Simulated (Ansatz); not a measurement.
LiI:
```cif
data_ILi
_chemical_formula_sum 'Li1 I1'
_space_group_name_H-M_alt 'P 1'
_space_group_IT_number 1
_cell_length_a 4.25648
_cell_length_b 4.25648
_cell_length_c 4.25648
_cell_angle_alpha 60.000
_cell_angle_beta 60.000
_cell_angle_gamma 60.000
loop_
_space_group_symop_operation_xyz
  'x, y, z'
loop_
_atom_site_label
_atom_site_type_symbol
_atom_site_fract_x
_atom_site_fract_y
_atom_site_fract_z
_atom_site_occupancy
Li1 Li 0.00000 0.00000 0.00000 1
I1 I 0.50000 0.50000 0.50000 1
```

Relaxed with PBE. The program Ansatz at the PBE level (PAW) gives a gap of 4.24 eV.

Problem. What gap does HSE06 give on the same cell (Ansatz, PAW)?

Solution. 5.27 eV, 1.02 eV more. The hybrid was solved on a coarser mesh and at special points; its gap is the smallest among all of these.

| k | v1 PBE | c1 PBE | v1 HSE06 | c1 HSE06 |
|---|---|---|---|---|
| Γ | -0.01 | 4.25 | -0.01 | 5.27 |
| X | -1.20 | 4.36 | [?] | [?] |
| L | -0.28 | 4.59 | [?] | [?] |
| W | -1.27 | 6.08 | [?] | [?] |
| K | -0.92 | 4.87 | [?] | [?] |

Problem. Top valence (v1) and lowest conduction level (c1) in eV from each method's valence maximum (which need not be a listed point): supply the withheld HSE06 values.

Solution. 
- L, v1 HSE06: -0.31
- L, c1 HSE06: 5.55
- K, v1 HSE06: -0.99
- K, c1 HSE06: 5.84
- W, v1 HSE06: -1.36
- W, c1 HSE06: 7.11
- X, v1 HSE06: -1.30
- X, c1 HSE06: 5.30

Cost on shared cores: the PBE run (SCF on a 8×8×8 mesh, then bands and DOS) about 5 core-seconds (a rough figure), the HSE06 run (SCF on 6×6×6, then a few points) around 80 core-seconds (rough); the tasks are unlike.

Space group Fm-3m (rock salt). Symmetry was held in the PBE relaxation; phonons on a q-mesh show no instability. Scalar-relativistic: spin–orbit coupling is off unless named, which matters more the heavier the elements.

Potentials: the later of the program's two PAW sets.
